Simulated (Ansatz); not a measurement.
Computed with DFT PBE, scalar-relativistic, plane waves, PAW in Ansatz. Settings: cutoff 420 eV, Γ-centred meshes spaced at most about 0.3 Å⁻¹, and about 0.25 Å⁻¹ or finer for metals (2π included), Gaussian smearing. No spin polarisation.

These are static total energies at zero pressure.

Compare these two cells of Zn4Se, each relaxed at this level.

A. Space group P-43m (No. 215), cubic, a = 4.631 Å. Zn is surrounded by 1 Se at 2.43 Å and 3 Zn at 2.58 Å; Se is surrounded by 4 Zn at 2.43 Å.

B. Space group Im-3m (No. 229), cubic, a = 6.035 Å. Around Zn lie 2 Se at 2.61 Å and 6 Zn at 3.02 Å; Se has 8 Zn at 2.61 Å.

**Question.** Which form is favoured at zero pressure, and by what margin per atom?

**Answer.** A is lower, by 0.31 eV/atom. A has space group P-43m (No. 215), 19.9 Å³/atom and no gap on its mesh; B has space group Im-3m (No. 229), 22.0 Å³/atom and no gap. Counting Zn atoms around Se (those within 1.25 times the shortest such distance or 1.15 times the sum of covalent radii), A has Se 4 and B has Se 8. The denser one is the lower, and pressure would at first widen the difference. Even the lower one lies +0.08 eV/atom against the reference forms of the elements (uncorrected), so neither is stable at this level. Both come from invented guesses.

Cells relaxed within their symmetry can be saddle points.
